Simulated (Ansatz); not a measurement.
Al2Pt in Ansatz: the effect of functional

Crystal: Al2Pt.

```
Pt Al
1.0
     0.00000    2.99389    2.99389
     2.99389    0.00000    2.99389
     2.99389    2.99389    0.00000
Pt Al
1 2
Direct
  0.00000 0.00000 0.00000
  0.75000 0.75000 0.75000
  0.25000 0.25000 0.25000
```

The cell isn't the ideal one: volume scaled by 1.04.

Alike in all runs:

* Program: Ansatz 0.2.0
* Task: single point
* Potentials or basis: Ansatz PAW
* k mesh: 8 × 8 × 8
* Occupations: fermi-dirac, width 0.05 eV
* Spin: no spin polarisation

| functional | cutoff | pressure (GPa) |
| --- | --- | --- |
| LDA | 420 eV (not typed: the program's choice for these potentials) | -8.5 |
| r2SCAN | 500 eV (not typed: the program's choice for these potentials) | ? |
| PBE | 420 eV (not typed: the program's choice for these potentials) | -2.6 |

Problem. What does the run with functional r2SCAN give?

Solution. Pressure -5.4 GPa.

Caveats: the PAW data sets come from PBE, with cores solved anew for the run's functional, which leaves a small shift of forces and pressure (some runs).
